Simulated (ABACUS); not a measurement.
Runs of ABACUS 3.10.1 on CuO (Tenorite). It takes space group Cc (No. 9, monoclinic). The conventional cell has a = 4.689 Å, b = 3.427 Å, c = 5.132 Å, α = 90.00°, β = 99.65°, γ = 90.00°. Around Cu (site symmetry 1) lie 4 O at 1.91 to 2.02 Å. O (site symmetry 1) has 4 Cu at 1.91 to 2.02 Å as nearest neighbours. 

```csv
potentials or basis,cutoff (eV),radial cutoff of the potentials (pseudo_rcut),gap on the mesh (eV),pressure (GPa),largest force (eV/Å)
"Ansatz NC PBE, plane waves",1252,7 bohr,none,5.7,0.76
"PseudoDojo NC SR 0.4.1 PBE standard, plane waves",1252,7 bohr,none,5.5,0.76
"PseudoDojo NC SR 0.5 PBE stringent, plane waves",1429,7 bohr,none,5.5,0.76
"SPMS ONCV 1.0 PBE, plane waves",1252,7 bohr,none,6.1,0.77
"SG15 ONCV 1.2 PBE, plane waves",1252,7 bohr,none,(b),0.77
"GBRV ultrasoft 1.5 PBE, plane waves",544,10 bohr,none,(a),0.78
```

Alike in all rows: task single point; level PBE; no spin polarisation; cell as given; k mesh 7 × 7 × 4; smearing fermi-dirac 0.05 eV.

Task: Estimate the missing entries.

Result: (a) 6.9; (b) 5.8.

Caveats: the run has no spin polarisation, though such a crystal can be magnetic; semilocal functionals often make such compounds metallic where correlation or magnetic order opens a gap, which also shifts bond lengths; there are fewer bands than atomic start orbitals, so a level may be missed at k points of high symmetry (some runs).

A gap of «none» marks a metal or a gap under the smearing width.
